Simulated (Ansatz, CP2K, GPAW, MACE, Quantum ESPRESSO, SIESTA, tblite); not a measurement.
# Codes compared on generalised stacking fault on (110) of a KCl-RbCl solid solution (80 atoms)

How near do other programs and methods come to a plane-wave reference for generalised stacking fault on (110) of a KCl-RbCl solid solution (80 atoms)? A plane-wave run serves as the reference.

Program: Quantum ESPRESSO 7.5. Level of theory: Kohn-Sham DFT, PBE, SSSP efficiency 1.3.0 pseudopotentials, plane waves. Results are calculated unless marked as measured.

## (1) The structure

The cell holds 80 atoms: 13 Rb, 40 Cl and 27 K. Its edges and angles: a = 7.339 Å, b = 10.379 Å, c = 26.265 Å, α = 90.0°, β = 82.6°, γ = 90.0°. CsCl-type KCl lattice (a = 3.6697 Å, the value set for the mixture), cell with z along [110], 2 x 2 x 5 periods; the third cell vector is tilted by 0.917 of [001] and lengthened by 0.1 Å, so the cell holds one fault; displaced by a Gaussian of 0.01 Å; 13 of 40 K sites given to Rb at random (lattice constant by Vegard's rule between KCl and RbCl). Then every atom was moved at random, 0.02 Å r.m.s. a Cartesian component. The structure's axis is c.

## (2) Plane-wave reference

pw.in reads:

```
&control
  calculation = 'scf'
  pseudo_dir = './pseudo'
  outdir = './tmp'
  disk_io = 'none'
  tprnfor = .true.
  tstress = .true.
/
&system
  ibrav = 0
  nat = 80
  ntyp = 3
  ecutwfc = 45
  ecutrho = 360
  nosym = .true.
  occupations = 'smearing'
  smearing = 'fd'
  degauss = 0.003675
/
&electrons
  conv_thr = 4.0e-07
  electron_maxstep = 100
  mixing_beta = 0.2
  mixing_mode = 'local-TF'
  diagonalization = 'david'
/
ATOMIC_SPECIES
Rb 85.468 Rb.upf
Cl 35.450 Cl.upf
K 39.098 K.upf
CELL_PARAMETERS angstrom
7.33940 0.00000 0.00000
0.00000 10.37948 0.00000
3.36387 0.00000 26.04870
ATOMIC_POSITIONS crystal
Rb 0.54170 0.00245 0.99491
Cl 0.20548 0.99900 0.09956
K 0.04401 0.00026 0.99682
Cl 0.70697 0.99849 0.10081
K 0.54138 0.49989 0.99462
Cl 0.20767 0.50098 0.09902
K 0.04450 0.50029 0.99432
Cl 0.70926 0.49724 0.09989
K 0.95579 0.25225 0.09823
Cl 0.16155 0.24752 0.19788
Rb 0.45513 0.25078 0.09889
Cl 0.66154 0.25046 0.19752
[... 64 atom lines left out ...]
K 0.59086 0.74894 0.89554
Cl 0.79308 0.75235 0.99677
Rb 0.09481 0.74954 0.89576
Cl 0.29487 0.75252 0.99580
K_POINTS gamma
```

Run with:

```console
OMP_NUM_THREADS=1 mpirun -np 4 pw.x -in pw.in > output.txt
```

The log of the run:

```text
Program PWSCF
     gamma-point specific algorithms are used
     one sub-group per band group will be used
     scalapack distributed-memory algorithm (size of sub-group:  2*  2 procs)
     Parallelization info
     sticks:   dense  smooth     PW     G-vecs:    dense   smooth      PW
     Min        1948     974    242               386185   136526   17054
     Max        1949     976    247               386188   136535   17057
     Sum        7793    3901    973              1544747   546117   68223
     bravais-lattice index     =            0
     lattice parameter (alat)  =      13.8695  a.u.
     unit-cell volume          =   13391.1788 (a.u.)^3
     number of atoms/cell      =           80
     number of atomic types    =            3
     number of electrons       =       640.00
[... lines left out ...]
     scf convergence threshold =      4.0E-07
[... lines left out ...]
     number of k points=     1  Fermi-Dirac smearing, width (Ry)=  0.0037
[... lines left out ...]
     total energy              =   -5030.08302777 Ry
[... lines left out ...]
     total energy              =   -5029.12113188 Ry
[... lines left out ...]
     total energy              =   -5029.39885147 Ry
[... lines left out ...]
     total energy              =   -5029.42016324 Ry
[... lines left out ...]
     total energy              =   -5029.42016317 Ry
[... lines left out ...]
   -24.1324 -24.1269 -24.1257 -24.1205 -24.1198 -24.1185 -24.1076 -24.1046
   -24.0948 -24.0892 -24.0858 -24.0818 -24.0789 -24.0760 -24.0616 -24.0521
[...]
11.5216  11.5477  11.5501  11.5553  11.5704  11.5861  11.5972  11.6311
    11.6438  11.6519  11.6554  11.7000  11.7929  11.8273  11.8554  12.0379
     the Fermi energy is     7.8807 ev
!    total energy              =   -5029.42016302 Ry
     estimated scf accuracy    <       0.00000036 Ry
     smearing contrib. (-TS)   =      -0.00000000 Ry
     internal energy E=F+TS    =   -5029.42016302 Ry
     The total energy is F=E-TS. E is the sum of the following terms:
     one-electron contribution =    -626.47127598 Ry
     hartree contribution      =     584.02525121 Ry
     xc contribution           =    -785.71718821 Ry
     ewald contribution        =   -2704.92492736 Ry
     one-center paw contrib.   =   -1496.33202268 Ry
     convergence has been achieved in  26 iterations
     negative rho (up, down):  5.770E-01 0.000E+00
     Forces acting on atoms (cartesian axes, Ry/au):
     atom    1 type  1   force =     0.00158075   -0.00223356    0.00626728
     atom    2 type  2   force =    -0.00677334   -0.00393607   -0.00745236
     atom    3 type  3   force =    -0.00372951   -0.00066444    0.00170649
[...]
atom   79 type  1   force =    -0.00488496    0.00236541    0.00202662
     atom   80 type  2   force =    -0.00154676   -0.00676858    0.00605495
     Total force =     0.067851     Total SCF correction =     0.001803
     Computing stress (Cartesian axis) and pressure
     negative rho (up, down):  5.770E-01 0.000E+00
          total   stress  (Ry/bohr**3)                   (kbar)     P=       53.78
   0.00047630  -0.00000029   0.00000788           70.07       -0.04        1.16
  -0.00000029   0.00031900  -0.00000029           -0.04       46.93       -0.04
   0.00000788  -0.00000029   0.00030137            1.16       -0.04       44.33
     Message from routine punch:
     Nothing written, as per user request (disk_io='none')
```

It took 7.2 min on 4 MPI ranks of Arm Neoverse V2, shared host; peak memory 5 GiB.

Banners, paths, timers and routine set-up lines are dropped from the logs unmarked, and long logs keep their key lines alone; longer cuts are marked.

Numbers from this run:

- r.m.s. force component: 0.1126 eV/Å
- longest force: 0.3886 eV/Å
- pressure: 5.378 GPa
- gap (highest filled to lowest empty level): 5.531 eV

## (3) Structure statistics

Pair distribution functions g(r), in bins of 0.2 Å:

```tsv
r (Å)	total	Cl-Cl	Cl-K	Cl-Rb	K-K	K-Rb	Rb-Rb
3.00	0.10	0.00	0.15	0.32	0.00	0.00	0.00
3.20	7.54	0.00	15.05	15.02	0.00	0.00	0.00
3.40	0.17	0.00	0.37	0.26	0.00	0.00	0.00
3.60	3.55	6.90	0.00	0.00	6.77	7.85	7.00
3.80	0.83	1.84	0.00	0.00	1.86	1.12	1.34
4.00	0.00	0.00	0.00	0.00	0.00	0.00	0.00
4.20	0.00	0.00	0.00	0.00	0.00	0.00	0.00
4.40	0.00	0.00	0.00	0.00	0.00	0.00	0.00
4.60	0.00	0.00	0.00	0.00	0.00	0.00	0.00
4.80	0.00	0.00	0.00	0.00	0.00	0.00	0.00
5.00	0.15	0.31	0.00	0.00	0.34	0.27	0.00
5.20	4.04	8.08	0.00	0.00	7.82	8.38	7.99
5.40	0.20	0.37	0.00	0.00	0.52	0.38	0.33
5.60	0.00	0.00	0.00	0.00	0.00	0.00	0.00
5.80	0.04	0.00	0.08	0.09	0.00	0.00	0.00
6.00	4.11	0.00	7.98	8.70	0.00	0.00	0.00
6.20	2.25	0.23	4.51	3.75	0.17	0.34	0.00
6.40	1.84	3.49	0.16	0.23	2.95	4.56	1.39
6.60	0.09	0.18	0.00	0.00	0.20	0.20	0.00
6.80	0.00	0.00	0.00	0.00	0.00	0.00	0.00
7.00	0.00	0.00	0.00	0.00	0.00	0.00	0.00
7.20	0.03	0.07	0.00	0.00	0.08	0.04	0.00
7.40	1.07	2.12	0.00	0.00	2.45	1.45	3.65
7.60	0.00	0.00	0.00	0.00	0.00	0.00	0.00
7.80	0.18	0.00	0.39	0.30	0.00	0.00	0.00
```

Bonds by pair of elements; cutoffs follow the first minimum of g(r), held within bounds set by covalent radii, and pairs that aren't listed don't count as bonded:

```tsv
pair A-B	cutoff (Å)	bonds	mean length (Å)	spread (Å)	shortest (Å)	B about A	A about B
Cl-K	3.83	216	3.18	0.054	3.06	5.4	8
Cl-Rb	3.83	104	3.18	0.047	3.09	2.6	8
```

How many atoms have how many bonded neighbours:

```tsv
element	mean	8
Cl	8	40
K	8	27
Rb	8	13
```

## (4) The other programs

The programs:
- CP2K 2026.2: Gaussian basis with GTH pseudopotentials and a plane-wave density; labels give functional, basis (MOLOPT sets; SR short-range, UZH the newer set with its own potentials), grid cutoff/relative cutoff and solver (OT: orbital transformation; TRS4, TC2, SIGN: linear-scaling purification with its sparsity filter), or its built-in tight binding.
- GPAW 26.7.0: PAW with atomic orbitals (LCAO), plane waves or a real-space grid of spacing h.
- MACE: machine-learned potential, published weights.
- SIESTA 5.4.2: numerical atomic orbitals, whose automatically made sets are far from complete, with PseudoDojo norm-conserving potentials that we converted to its format (checked against plane waves on the same files for H, C, O, Si, Ge and Ca alone); labels give functional, basis size, energy shift and mesh cutoff.
- tblite 0.8.0: extended tight binding, driven from Python.

All use the same cell and atoms; the electronic-structure runs use the same k-mesh, and an electronic temperature of 580 K (0.05 eV) where levels are smeared.

Differences are against the plane-wave reference, forces as r.m.s. over components; share is that over the reference's r.m.s. force, slope the least-squares factor from reference forces to these. Total energies of different programs have different zeros and aren't compared.

```tsv
run	Δ force, r.m.s. (meV/Å)	share (%)	slope	Δ pressure (GPa)	Δ gap (eV)	cores	CPU time	memory (GiB)
reference	-	-	-	-	-	4	29 min	5.0
CP2K PBE, DZVP-MOLOPT-SR, 300/50 Ry, diagonalisation (coarse)	8.34	7.41	1.070	0.372	0.007	2	8.8 min	2.2
CP2K PBE, DZVP-MOLOPT-SR, 420/50 Ry, diagonalisation (coarse)	8.29	7.36	1.070	0.372	0.007	2	10 min	3.0
CP2K PBE, DZVP-MOLOPT-SR, 600/50 Ry, diagonalisation	8.18	7.26	1.069	0.371	0.007	4	11 min	7.1
CP2K PBE, SZV-MOLOPT-SR, 600/50 Ry, diagonalisation (coarse)	49.1	43.6	1.412	3.54	-0.859	1	6.7 min	5.1
CP2K PBE, TZVP-MOLOPT (SR for Rb, K), 600/50 Ry, diagonalisation	5.88	5.23	1.050	0.333	-0.0267	4	13 min	7.6
CP2K PBE, TZVP-UZH, 600/50 Ry, diagonalisation	10.2	9.10	1.088	0.360	-0.0221	4	12 min	7.5
GPAW PBE, LCAO dzp, h 0.2 Å	42.1	37.3	1.008	-	-0.187	1	7.5 min	2.5
GPAW PBE, LCAO sz(dzp), h 0.2 Å (coarse)	39.1	34.8	1.171	-	-0.545	1	2.7 min	1.9
GPAW PBE, LCAO szp(dzp), h 0.2 Å (coarse)	72.6	64.5	1.133	-	-0.433	1	5.2 min	2.3
GPAW RPBE, LCAO dzp, h 0.2 Å	39.0	34.6	1.074	-	0.124	1	7.5 min	2.5
MACE MP-0b2 small potential	14.7	13.0	1.089	-0.626	-	1	5.4 s	0.67
MACE MP-0b3 medium potential	14.7	13.1	1.105	-0.480	-	1	6.6 s	0.77
MACE MPA-0 medium potential	9.17	8.15	1.035	-0.623	-	1	7.3 s	0.77
SIESTA PBE, DZP, shift 0.01 Ry, mesh 100 Ry (coarse)	31.1	27.6	0.954	-0.720	-0.145	1	48 s	0.46
SIESTA PBE, DZP, shift 0.01 Ry, mesh 300 Ry	30.7	27.3	0.953	-0.729	-0.145	2	3.9 min	1.8
SIESTA PBE, SZ, shift 0.01 Ry, mesh 300 Ry (coarse)	33.8	30.0	1.078	-2.28	-0.749	1	60 s	0.76
SIESTA PBE, SZP, shift 0.01 Ry, mesh 300 Ry (coarse)	64.3	57.1	0.992	0.147	-0.152	1	3.3 min	1.4
tblite GFN1-xTB	178	158	0.828	-4.29	-	1	3.7 s	0.14
tblite IPEA1-xTB	246	218	1.004	-3.21	-	1	3.5 s	0.14
```

Rows marked coarse were listed beforehand as settings not expected to be converged; some can still land near the reference.

Times of the machine-learned potentials are mostly Python's start and the loading of weights.

CPU time is summed over cores on a shared host, where runs went side by side, so it is rough. Symmetry, cutoffs, thresholds, outputs and thread counts weren't matched or tuned between programs; memory under MPI is the largest rank's times the ranks.

Left out of the table, since they converged to an unphysical state: CP2K GFN1-xTB, diagonalisation (forces off by up to 1.7 eV/Å).

Left out of this page: QE PBE, sssp-1.3.0-efficiency, 45/360 Ry (killed or ended with an error).

Mean charges by element (e), by run and scheme:

```tsv
run	scheme	Rb	Cl	K
CP2K PBE, DZVP-MOLOPT-SR, 420/50 Ry, diagonalisation	Mulliken	+0.47	-0.53	+0.55
CP2K PBE, DZVP-MOLOPT-SR, 600/50 Ry, diagonalisation	Mulliken	+0.47	-0.53	+0.55
CP2K PBE, TZVP-MOLOPT (SR for Rb, K), 600/50 Ry, diagonalisation	Mulliken	+0.70	-0.88	+0.97
CP2K PBE, TZVP-UZH, 600/50 Ry, diagonalisation	Mulliken	+0.61	-0.71	+0.75
SIESTA PBE, DZP, shift 0.01 Ry, mesh 300 Ry	Hirshfeld	+0.24	-0.22	+0.22
tblite GFN1-xTB	Mulliken	+0.76	-0.68	+0.64
tblite IPEA1-xTB	Mulliken	+0.68	-0.46	+0.35
```

Within one program, basis, potentials and functional, energies share a zero. Each run against its twin at the usual cutoff or grid and solver:

```tsv
run	twin	Δ energy (meV/atom)	Δ force, r.m.s. (meV/Å)	CPU time over the twin's
CP2K PBE, DZVP-MOLOPT-SR, 300/50 Ry, diagonalisation	DZVP-MOLOPT-SR, 600/50 Ry, diagonalisation	-0.0095	1.15	0.82 (this twin ran on 4 cores)
CP2K PBE, DZVP-MOLOPT-SR, 420/50 Ry, diagonalisation	DZVP-MOLOPT-SR, 600/50 Ry, diagonalisation	-0.0042	0.665	0.94 (this twin ran on 4 cores)
SIESTA PBE, DZP, shift 0.01 Ry, mesh 100 Ry	DZP, shift 0.01 Ry, mesh 300 Ry	-1.05	3.17	0.21 (this twin ran on 2 cores)
```

## (5) Summary of results

```json
{
 "reference r.m.s. force component": "0.113 eV/Å",
 "nearest in forces": "CP2K PBE, TZVP-MOLOPT (SR for Rb, K), 600/50 Ry, diagonalisation, 5.2 %",
 "farthest in forces": "tblite IPEA1-xTB, 218 %",
 "cheapest electronic-structure run beside the reference": "tblite IPEA1-xTB, 3.5 s of CPU time"
}
```

**Reading.** The PBE runs in local orbitals, coarse settings apart, differ by 5.2 % (CP2K PBE, TZVP-MOLOPT (SR for Rb, K), 600/50 Ry, diagonalisation) to 37 % (GPAW PBE, LCAO dzp, h 0.2 Å); basis, grid and potentials can all enter. Tight binding differs by 158 % (tblite GFN1-xTB) to 218 % (tblite IPEA1-xTB); it is another model, with fitted parameters of its own, and the xTB methods hold dispersion. Machine-learned potentials differ by 8.1 % (MACE MPA-0 medium potential) to 13 % (MACE MP-0b3 medium potential); they were trained on other programs' data. Rows with another functional or a dispersion term differ by 35 % (GPAW RPBE, LCAO dzp, h 0.2 Å), which mixes the change of model with differences of basis and potentials. IPEA1-xTB was fitted to ionisation energies and electron affinities, not to forces or charges. Runs with settings chosen to be coarse differ by 7.4 % (CP2K PBE, DZVP-MOLOPT-SR, 420/50 Ry, diagonalisation) to 64 % (GPAW PBE, LCAO szp(dzp), h 0.2 Å), their programs' other errors included. Of the electronic-structure runs that take under half the reference's CPU time, CP2K PBE, TZVP-MOLOPT (SR for Rb, K), 600/50 Ry, diagonalisation comes nearest, at 5.2 % in 13 min against 29 min. GPAW PBE, LCAO sz(dzp), h 0.2 Å lies nearer than a larger basis of the same program, likely by a cancellation of errors. CP2K PBE, SZV-MOLOPT-SR, 600/50 Ry, diagonalisation stiffens the forces by a factor of 1.41 while following their directions (correlation 0.995); the slopes of the 6 CP2K runs lie between 1.05 and 1.41. At the same functional, gaps differ from the reference's 5.53 eV by between -0.86 and +0.01 eV. These are spacings on the run's k-points, which needn't hold the band edges. In pressure, CP2K PBE, SZV-MOLOPT-SR, 600/50 Ry, diagonalisation misses by +3.5 GPa, at the same functional. Charges hang on model, scheme and program or settings: among these rows the mean for K runs from +0.22 to +0.97 e. In the reference: filled and empty levels are parted by 5.53 eV on the run's k-points; the mesh holds the band edges only if they fold onto it, so the gap at this level can be narrower or closed, while semilocal functionals tend to narrow gaps against experiment. In the reference: first main peaks of g(r), for some of the pairs, lie near 3.68 Å (Cl-Cl), 3.18 Å (Cl-K), 3.18 Å (Cl-Rb), 3.68 Å (K-K), 3.68 Å (K-Rb) and 3.67 Å (Rb-Rb). Periodic xTB results under one method name differ between programs and library versions. The reference's pressure holds the uncorrected Pulay stress of its 45 Ry basis, so small pressure differences, and their order, may be the reference's own error. Machine-learned potentials mimic data converged in k, so the reference's own k-point error enters their differences. The host structure and its lattice constant were typed by rule, without a check against the phase diagram. The reference's pressure of 5.4 GPa says that the cell would expand at this level of theory. The electronic-structure runs sample only Γ, in a cell whose shortest periodic width is 7 Å.

[Also dropped from logs without a mark: logging warnings of Python, and SIESTA's first energy breakdown and zero terms.]

[Logs are printed without paths, hosts, clocks, repeated set-up lines and the standing remarks that a program may print on its own settings, such as how far it seeks lower states.]

[Hosts, paths, dates, database ids (printed as entryN), source tags and the programs' standing remarks are cut or masked in the printed files.]
